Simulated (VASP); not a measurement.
# BiTe (Fm-3m) in VASP: notebook

One crystal, BiTe, is run at these levels: PBE+D3(BJ), PBE; tasks: relaxation of cell and atoms.

Everything below comes from runs of VASP 6.6.1. Logs are shortened: lines on timing, memory, paths and dates and some standing lists are left out, and cuts for length are marked.

## 1. Starting point

Symmetry: Fm-3m, No. 225, cubic system. Conventional cell: a = 6.470 Å, b = 6.470 Å, c = 6.470 Å, α = 90.00°, β = 90.00°, γ = 90.00°. Around Bi (site symmetry m-3m) lie 6 Te at 3.23 Å. Te (site symmetry m-3m) has 6 Bi at 3.23 Å as nearest neighbours.

## 2. Relaxation of cell and atoms, PBE+D3(BJ)

INCAR

```
  ALGO = Normal
  EDIFF = 1E-6
  EDIFFG = -0.01
  ENCUT = 600
  GGA = PE
  IBRION = 2
  ISIF = 3
  ISMEAR = -1
  IVDW = 12
  LASPH = T
  LCHARG = F
  LREAL = F
  LWAVE = F
  NELM = 80
  NSW = 60
  PREC = Accurate
  SIGMA = 0.05
```

KPOINTS

```
k-points
0
Gamma
  6 6 6
```

POSCAR

```
BiTe
1.0
    0.0000000000      3.2350000000      3.2350000000
    3.2350000000      0.0000000000      3.2350000000
    3.2350000000      3.2350000000      0.0000000000
Bi Te
1 1
Direct
    0.0000000000      0.0000000000      0.0000000000
    0.5000000000      0.5000000000      0.5000000000
```

Potentials or basis: VASP PAW PBE potentials, release 64 (Bi_d, Te).

Started as:

```bash
cat potpaw_PBE.64/Bi_d/POTCAR potpaw_PBE.64/Te/POTCAR > POTCAR
mpirun -np 1 vasp_std > vasp.out
```

OUTCAR:

```text
EDIFF = 1E-6
   EDIFFG = -0.01
   ENCUT = 600
   GGA = PE
   IBRION = 2
   ISIF = 3
   ISMEAR = -1
   IVDW = 12
   LASPH = T
   LREAL = F
   NELM = 80
   NSW = 60
   PREC = Accurate
 IVDW          = 12

 ion  position               nearest neighbor table
   1  0.000  0.000  0.000-   2 3.23   2 3.23   2 3.23   2 3.23   2 3.23   2 3.23
   2  0.500  0.500  0.500-   1 3.23   1 3.23   1 3.23   1 3.23   1 3.23   1 3.23

  LATTYP: Found a face centered cubic cell.
 ALAT       =     6.4700000000

  Lattice vectors:

 A1 = (   0.0000000000,   3.2350000000,   3.2350000000)
 A2 = (   3.2350000000,   0.0000000000,   3.2350000000)
 A3 = (   3.2350000000,   3.2350000000,   0.0000000000)

Analysis of symmetry for initial positions (statically):
=====================================================================
 Subroutine PRICEL returns:
 Original cell was already a primitive cell.

 Routine SETGRP: Setting up the symmetry group for a
 face centered cubic supercell.

 Subroutine GETGRP returns: Found 48 space group operations
 (whereof 48 operations were pure point group operations)
 out of a pool of 48 trial point group operations.

The static configuration has the point symmetry O_h .

Analysis of symmetry for dynamics (positions and initial velocities):
=====================================================================
 Subroutine PRICEL returns:
 Original cell was already a primitive cell.

 Routine SETGRP: Setting up the symmetry group for a
 face centered cubic supercell.

 Subroutine GETGRP returns: Found 48 space group operations
 (whereof 48 operations were pure point group operations)
 out of a pool of 48 trial point group operations.

The dynamic configuration has the point symmetry O_h .

 Subroutine INISYM returns: Found 48 space group operations
 (whereof 48 operations are pure point group operations),
 and found     1 'primitive' translations

----------------------------------------------------------------------------------------

                                     Primitive cell

  volume of cell :      67.7100

  direct lattice vectors                    reciprocal lattice vectors
     0.000000000  3.235000000  3.235000000    -0.154559505  0.154559505  0.154559505
     3.235000000  0.000000000  3.235000000     0.154559505 -0.154559505  0.154559505
     3.235000000  3.235000000  0.000000000     0.154559505  0.154559505 -0.154559505

  length of vectors
     4.574980874  4.574980874  4.574980874     0.267704916  0.267704916  0.267704916

  position of ions in fractional coordinates (direct lattice)
     0.000000000  0.000000000  0.000000000
     0.500000000  0.500000000  0.500000000

  ion indices of the primitive-cell ions
   primitive index   ion index
                 1           1
                 2           2

----------------------------------------------------------------------------------------

 KPOINTS: k-points

Automatic generation of k-mesh.
 Grid dimensions read from file:
 generate k-points for:    6    6    6

 Generating k-lattice:

  Cartesian coordinates                     Fractional coordinates (reciprocal lattice)
    -0.025759918  0.025759918  0.025759918     0.166666667  0.000000000  0.000000000
     0.025759918 -0.025759918  0.025759918     0.000000000  0.166666667  0.000000000
     0.025759918  0.025759918 -0.025759918     0.000000000  0.000000000  0.166666667

  Length of vectors
     0.044617486  0.044617486  0.044617486

  Shift w.r.t. Gamma in fractional coordinates (k-lattice)
     0.000000000  0.000000000  0.000000000

 Subroutine IBZKPT returns following result:
 ===========================================

 Found     16 irreducible k-points:

 Following reciprocal coordinates:
            Coordinates               Weight
  0.000000  0.000000  0.000000      1.000000
  0.166667  0.000000  0.000000      8.000000
  0.333333  0.000000  0.000000      8.000000
  0.500000  0.000000  0.000000      4.000000
  0.166667  0.166667  0.000000      6.000000
  0.333333  0.166667  0.000000     24.000000
[... 8 lines left out ...]
 -0.333333  0.333333  0.166667     24.000000
 -0.333333  0.500000  0.166667     12.000000
   k-points           NKPTS =     16   k-points in BZ     NKDIM =     16   number of bands    NBANDS=     14
   number of dos      NEDOS =    301   number of ions     NIONS =      2
   total plane-waves  NPLWV =  64000
   dimension x,y,z NGX =    40 NGY =   40 NGZ =   40
   dimension x,y,z NGXF=    80 NGYF=   80 NGZF=   80
   ions per type =               1   1
   NGX,Y,Z   is equivalent  to a cutoff of  14.54, 14.54, 14.54 a.u.
   NGXF,Y,Z  is equivalent  to a cutoff of  29.07, 29.07, 29.07 a.u.
 SYSTEM =  unknown system
   PREC   = accura    normal or accurate (medium, high low for compatibility)
   ISTART =      0    job   : 0-new  1-cont  2-samecut
   ICHARG =      2    charge: 1-file 2-atom 10-const
   ISPIN  =      1    spin polarized calculation?
   LNONCOLLINEAR =      F non collinear calculations
   LSORBIT =      F    spin-orbit coupling
   LASPH  =      T    aspherical Exc in radial PAW
   ENCUT  =  600.0 eV  44.10 Ry    6.64 a.u.   9.14  9.14  9.14*2*pi/ulx,y,z
   NELM   =     80;   NELMIN=  2; NELMDL= -5     # of ELM steps
   EDIFF  = 0.1E-05   stopping-criterion for ELM
   LREAL  =      F    real-space projection
   EDIFFG = -.1E-01   stopping-criterion for IOM
   NSW    =     60    number of steps for IOM
   IBRION =      2    ionic relax: 0-MD 1-quasi-New 2-CG
   NFREE  =      1    steps in history (QN), initial steepest desc. (CG)
   ISIF   =      3    stress and relaxation
   ISYM   =      2    0-nonsym 1-usesym 2-fastsym
   POTIM  = 0.5000    time-step for ionic-motion
   TEBEG  =    0.0;   TEEND  =   0.0 temperature during run
   PSTRESS=    0.0 pullay stress
   NELECT =      21.0000    total number of electrons
   NUPDOWN=      -1.0000    fix difference up-down
   EMIN   =  10.00;   EMAX   =-10.00  energy-range for DOS
   EFERMI =   0.00;   METHOD = LEGACY
   ISMEAR =    -1;   SIGMA  =   0.05  broadening in eV -4-tet -1-fermi 0-gaus
   EFERMI_NEDOS =   21; number of points for ismear=-14 and -15
   IALGO  =     38    algorithm
   IMIX   =      4    mixing-type and parameters
     AMIX     =   0.40;   BMIX     =  1.00
     AMIX_MAG =   1.60;   BMIX_MAG =  1.00
  volume/ion in A,a.u.               =      33.86       228.46
  Fermi-wavevector in a.u.,A,eV,Ry     =   1.108146  2.094092 16.707785  1.227988
  Thomas-Fermi vector in A             =   2.244669
   LORBIT       =      0    0 simple, 1 ext, 2 COOP (PROOUT), +10 PAW based schemes
   GGA     = PE    functional components
   LHFCALC =     F    Hartree Fock is set to
   AEXX    =    0.0000 exact exchange contribution
   IVDW    =    12    specifies the selected vdW correction
   LEPSILON=     F    determine dielectric tensor
   LRPA    =     F    only Hartree local field effects (RPA)
 conjugate gradient relaxation of ions
 non-spin polarized calculation
  energy-cutoff  :      600.00
  volume of cell :       67.71
 maximum number of plane-waves:      2285
 NGX is ok and might be reduce to    40
   NGX = 19   NGY = 19   NGZ = 19

--------------------------------------- Ionic step        1  -------------------------------------------

 number of electron      21.0000002 magnetization

 Free energy of the ion-electron system (eV)
  ---------------------------------------------------
  ext. energy  EPLUGINS =         0.00000000
  ---------------------------------------------------
  free energy    TOTEN  =        -7.17118606 eV

  energy without entropy =       -7.15265356  energy(sigma->0) =       -7.16191981

------------------------ aborting loop because EDIFF is reached ----------------------------------------

 Edisp (eV)   -0.90317

 E8    (eV) :    -0.4321

  FORCE on cell =-STRESS in cart. coord.  units (eV):
  Direction    XX          YY          ZZ          XY          YZ          ZX
  --------------------------------------------------------------------------------------
  -------------------------------------------------------------------------------------
  Total      -0.56399    -0.56399    -0.56399     0.00000    -0.00000     0.00000
  in kB     -13.34530   -13.34530   -13.34530     0.00000    -0.00000     0.00000
  external pressure =      -13.35 kB  Pullay stress =        0.00 kB

 VOLUME and BASIS-vectors are now :
 -----------------------------------------------------------------------------
  energy-cutoff  :      600.00
  volume of cell :       67.71
      direct lattice vectors                 reciprocal lattice vectors
     0.000000000  3.235000000  3.235000000    -0.154559505  0.154559505  0.154559505
     3.235000000  0.000000000  3.235000000     0.154559505 -0.154559505  0.154559505
     3.235000000  3.235000000  0.000000000     0.154559505  0.154559505 -0.154559505

 POSITION                                       TOTAL-FORCE (eV/Angst)
 -----------------------------------------------------------------------------------
      0.00000      0.00000      0.00000        -0.000000      0.000000      0.000000
      3.23500      3.23500      3.23500         0.000000      0.000000     -0.000000
 -----------------------------------------------------------------------------------
    total drift:                                0.000000     -0.000000     -0.000000
[... 25 lines left out ...]
 VOLUME and BASIS-vectors are now :
 -----------------------------------------------------------------------------
  energy-cutoff  :      600.00
  volume of cell :       64.98
      direct lattice vectors                 reciprocal lattice vectors
     0.000000000  3.190990545  3.190990545    -0.156691157  0.156691157  0.156691157
     3.190990545 -0.000000000  3.190990545     0.156691157 -0.156691157  0.156691157
     3.190990545  3.190990545  0.000000000     0.156691157  0.156691157 -0.156691157

 POSITION                                       TOTAL-FORCE (eV/Angst)
 -----------------------------------------------------------------------------------
      3.19099      3.19099      0.00000         0.000000     -0.000000      0.000000
      3.19099      3.19099      3.19099        -0.000000      0.000000     -0.000000
 -----------------------------------------------------------------------------------
    total drift:                                0.000000     -0.000000     -0.000000

  FREE ENERGIE OF THE ION-ELECTRON SYSTEM (eV)
  ---------------------------------------------------
  free  energy   TOTEN  =        -8.0799882027 eV

  energy  without entropy=       -8.0603593231  energy(sigma->0) =       -8.07017376

--------------------------------------- Ionic step        3  -------------------------------------------

 number of electron      21.0000002 magnetization

 Free energy of the ion-electron system (eV)
  ---------------------------------------------------
  ext. energy  EPLUGINS =         0.00000000
  ---------------------------------------------------
  free energy    TOTEN  =        -7.15306203 eV

  energy without entropy =       -7.13371466  energy(sigma->0) =       -7.14338834

 E-fermi :   6.8863     XC(G=0):  -9.5553

 val. band max:        6.8552253485   @ k =   0.3333   0.0000   0.0000
 cond. band min:       7.0055388638   @ k =   0.3333   0.0000   0.0000
 fundamental gap:      0.1503135153
 Fermi energy:         6.8863131755

 k-point     1 :       0.0000    0.0000    0.0000
  band No.  band energies     occupation
      1     -16.1723      2.00000
      2     -16.1723      2.00000
      3     -16.1677      2.00000
      4     -16.1677      2.00000
      5     -16.1677      2.00000
      6      -6.7292      2.00000
      7      -1.0389      2.00000
      8       4.3672      2.00000
      9       4.3672      2.00000
     10       4.3672      2.00000
     11       9.1988      0.00000
     12       9.1988      0.00000
     13       9.1988      0.00000
     14      11.6101      0.00000

 k-point     2 :       0.1667    0.0000    0.0000
  band No.  band energies     occupation
      1     -16.1735      2.00000
      2     -16.1735      2.00000
      3     -16.1672      2.00000
      4     -16.1660      2.00000
      5     -16.1660      2.00000
      6      -6.4729      2.00000
      7      -1.6772      2.00000
      8       4.4519      2.00000
      9       4.4519      2.00000
     10       4.6273      2.00000
     11       8.2013      0.00000
     12       8.3239      0.00000
     13       8.3239      0.00000
     14      11.4815      0.00000
[... 253 lines left out ...]
 VOLUME and BASIS-vectors are now :
 -----------------------------------------------------------------------------
  energy-cutoff  :      600.00
  volume of cell :       65.90
      direct lattice vectors                 reciprocal lattice vectors
     0.000000000  3.205854129  3.205854129    -0.155964676  0.155964676  0.155964676
     3.205854129 -0.000000000  3.205854129     0.155964676 -0.155964676  0.155964676
     3.205854129  3.205854129  0.000000000     0.155964676  0.155964676 -0.155964676

 POSITION                                       TOTAL-FORCE (eV/Angst)
 -----------------------------------------------------------------------------------
      0.00000      0.00000      0.00000         0.000000      0.000000     -0.000000
      3.20585      3.20585      3.20585         0.000000     -0.000000      0.000000
 -----------------------------------------------------------------------------------
    total drift:                                0.000000     -0.000000     -0.000000

  FREE ENERGIE OF THE ION-ELECTRON SYSTEM (eV)
  ---------------------------------------------------
  free  energy   TOTEN  =        -8.0820593861 eV

  energy  without entropy=       -8.0627120137  energy(sigma->0) =       -8.07238570

 reached required accuracy - stopping structural energy minimisation
```

It took 48 s on 1 thread of Intel Xeon Platinum 8488C (Sapphire Rapids), shared host; peak memory 0.25 GiB.

What came out:

- Free energy: -8.0821 eV
- Relaxed volume: 32.95 Å³/atom
- Relaxed cell: a = 4.534 Å, b = 4.534 Å, c = 4.534 Å, α = 60.00°, β = 60.00°, γ = 60.00°
- Space group after relaxing (to 0.05 Å): Fm-3m (No. 225)
- Energy gained by relaxing: 3.9 meV/atom
- Ionic steps: 3
- Pressure after relaxing: 0.0 GPa
- Band gap on the k mesh: none (metal or under the smearing width)
- Dispersion energy per atom: -0.465 eV

Step by step:
| step | energy change (eV) | largest force (eV/Å) | pressure (GPa) | volume (Å³) |
| --- | --- | --- | --- | --- |
| 1 | 0.0000 | 0.0000 | -1.33 | 67.71 |
| 2 | -0.0056 | 0.0000 | 0.75 | 64.98 |
| 3 | -0.0077 | 0.0000 | 0.00 | 65.90 |

Final structure:
```
CELL_PARAMETERS angstrom
0.00000 3.20585 3.20585
3.20585 0.00000 3.20585
3.20585 3.20585 0.00000
ATOMIC_POSITIONS crystal
Bi 0.00000 0.00000 0.00000
Te 0.50000 0.50000 0.50000
```

Levels at points of the mesh, in eV from the Fermi level:
| k point | band 7 | band 8 | band 9 | band 10 | band 11 | band 12 | band 13 | band 14 |
| --- | --- | --- | --- | --- | --- | --- | --- | --- |
| (0.00, 0.00, 0.00) | -7.93 | -2.52 | -2.52 | -2.52 | 2.31 | 2.31 | 2.31 | 4.72 |
| (0.50, 0.00, 0.00) | -11.24 | -1.87 | -1.87 | -1.49 | -0.73 | -0.56 | -0.56 | 7.48 |
| (0.50, 0.50, 0.00) | -9.86 | -5.75 | -4.04 | -4.04 | 2.24 | 3.82 | 3.82 | 5.26 |

Caveat: spin-orbit coupling is left out, which moves the levels of the heavy elements; pairwise dispersion overbinds metals, which lowers pressure and volume.

## 3. Relaxation of cell and atoms, PBE

INCAR

```
SYSTEM = BiTe
PREC = Accurate ; ENCUT = 600
EDIFF = 1E-6 ; ISMEAR = -1
SIGMA = 0.05 ; LREAL = .FALSE.
LASPH = .TRUE. ; NELM = 80
ALGO = Normal ; ISIF = 3
LWAVE = .FALSE. ; LCHARG = .FALSE.
GGA = PE ; IBRION = 2
NSW = 40 ; EDIFFG = -0.005
```

KPOINTS

```
regular mesh
0
G
  5 5 5
  0 0 0
```

POSCAR is that of step 2.

Potentials or basis: VASP PAW PBE potentials, release 64 (Bi_d, Te).

Started as:

```bash
cat potpaw_PBE.64/Bi_d/POTCAR potpaw_PBE.64/Te/POTCAR > POTCAR
mpirun -np 1 vasp_std > vasp.out
```

It took 20 s on 1 thread of AMD EPYC 9R45 (Zen 5), shared host; peak memory 0.2 GiB.

The run converged. Its results:

```
Free energy                            : -7.1829 eV
Relaxed volume                         : 34.29 Å³/atom
Relaxed cell                           : a = 4.595 Å, b = 4.595 Å, c = 4.595 Å, α = 60.00°, β = 60.00°, γ = 60.00°
Space group after relaxing (to 0.05 Å) : Fm-3m (No. 225)
Energy gained by relaxing              : 0.9 meV/atom
Ionic steps                            : 3
Pressure after relaxing                : 0.0 GPa
Band gap on the k mesh                 : none (metal or under the smearing width)
```

The path:
| step | energy change (eV) | largest force (eV/Å) | pressure (GPa) | volume (Å³) |
| --- | --- | --- | --- | --- |
| 1 | 0.0000 | 0.0000 | 0.62 | 67.71 |
| 2 | -0.0013 | 0.0000 | -0.31 | 69.01 |
| 3 | -0.0017 | 0.0000 | -0.01 | 68.59 |

Final structure:
```cif
data_structure
_symmetry_space_group_name_H-M 'P 1'
_symmetry_Int_Tables_number 1
_cell_length_a 4.5947
_cell_length_b 4.5947
_cell_length_c 4.5947
_cell_angle_alpha 60.000
_cell_angle_beta 60.000
_cell_angle_gamma 60.000
_cell_volume 68.59
loop_
_atom_site_label
_atom_site_type_symbol
_atom_site_fract_x
_atom_site_fract_y
_atom_site_fract_z
_atom_site_occupancy
Bi1 Bi 0.00000 0.00000 0.00000 1
Te1 Te 0.50000 0.50000 0.50000 1
```

Levels at points of the mesh, in eV from the Fermi level:
```
           k point  band 6  band 7  band 8  band 9  band 10  band 11  band 12  band 13  band 14
(0.00, 0.00, 0.00)  -13.53   -8.27   -2.61   -2.61    -2.61     2.04     2.04     2.04     4.60
```

Caveat: spin-orbit coupling is left out, which moves the levels of the heavy elements.

(Continued in part 2 of 2.)
